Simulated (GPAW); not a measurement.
Input of a GPAW 26.7.0 run:

File run.py:

```python
from ase.dft.bandgap import bandgap
from ase.io import write
from ase.spacegroup import crystal
from ase.units import GPa
from gpaw import GPAW, PW

# Sn 8a
atoms = crystal(['Sn'],
                basis=[[0.25, 0.25, 0.25]],
                spacegroup=227, setting=1,  # Fd-3m
                cellpar=[6.4666856, 6.4666856, 6.4666856, 90.0, 90.0, 90.0],
                primitive_cell=True)

calc = GPAW(mode=PW(600),
            xc='PBE',
            kpts={'size': (9, 9, 9), 'gamma': True},
            occupations={'name': 'fermi-dirac', 'width': 0.05},
            nbands=24,
            convergence={'density': 1e-05, 'energy': 1e-05},
            maxiter=80,
            txt='gpaw.txt')
atoms.calc = calc
energy = atoms.get_potential_energy()
forces = atoms.get_forces()
stress = atoms.get_stress()
calc.write('gs.gpw')
write('result.traj', atoms)
print(f'Energy: {energy:.6f} eV')
print('Forces (eV/A):')
print(forces.round(4))
print('Stress (GPa):', (stress / GPa).round(3))
print('Fermi level:', round(calc.get_fermi_level(), 4), 'eV')
print(f'Gap: {bandgap(calc)[0]:.4f} eV, direct: {bandgap(calc, direct=True)[0]:.4f} eV')
```

Potentials or basis: GPAW PAW data sets (gpaw-data 1.2.1), pw.

Launch:

```sh
$ OMP_NUM_THREADS=1 python run.py
```

Question: Estimate the pressure.

Answer: 3.5 GPa.

Question: What does it give for the band gap on the k mesh?

Answer: None (metal or under the smearing width).
